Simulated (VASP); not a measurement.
Here is a VASP 6.6.1 calculation.

File INCAR:

```
AGGAC = 0.0
ALGO = Normal
EDIFF = 1E-7
EDIFFG = -0.02
ENCUT = 600
GGA = BO
IBRION = 2
ISIF = 3
ISMEAR = -1
LASPH = T
LCHARG = F
LREAL = F
LUSE_VDW = T
LWAVE = F
NELM = 100
NSW = 40
PARAM1 = 0.1833333333
PARAM2 = 0.22
PREC = Accurate
SIGMA = 0.05
```

File KPOINTS:

```
k-points
0
Gamma
  8 8 8
```

POSCAR

```
Ge
1.0
    0.0000000000      2.8289100000      2.8289100000
    2.8289100000      0.0000000000      2.8289100000
    2.8289100000      2.8289100000      0.0000000000
Ge
2
Direct
    0.7500000000      0.7500000000      0.7500000000
    0.5000000000      0.5000000000      0.5000000000
```

Potentials or basis: VASP PAW PBE potentials, release 64 (Ge_d).

Run with:

```console
$ cat potpaw_PBE.64/Ge_d/POTCAR > POTCAR
$ mpirun -np 1 vasp_std > vasp.out
```

Q: Estimate the band gap on the k mesh.

A: None (metal or under the smearing width).

Q: Predict the relaxed cell.

A: a = 4.066 Å, b = 4.066 Å, c = 4.066 Å, α = 60.00°, β = 60.00°, γ = 60.00°.

Q: Predict the relaxed volume.

A: 23.76 Å³/atom.

Q: Predict the space group after relaxing (to 0.05 Å).

A: Fd-3m (No. 227).

Final structure:
```
Ge
1.0
     0.00000    2.87478    2.87478
     2.87478    0.00000    2.87478
     2.87478    2.87478    0.00000
Ge
2
Direct
  0.75000 0.75000 0.75000
  0.50000 0.50000 0.50000
```

Caveat: the PAW data sets were made with another functional, which shifts forces and pressure a little; this crystal is a semiconductor, whose small gap the functional closes, so the metal is an error of the method.

The cell as given is a measured one (22.64 Å³/atom); optB88-vdW puts the equilibrium volume +4.9 % from it, thermal expansion not counted.
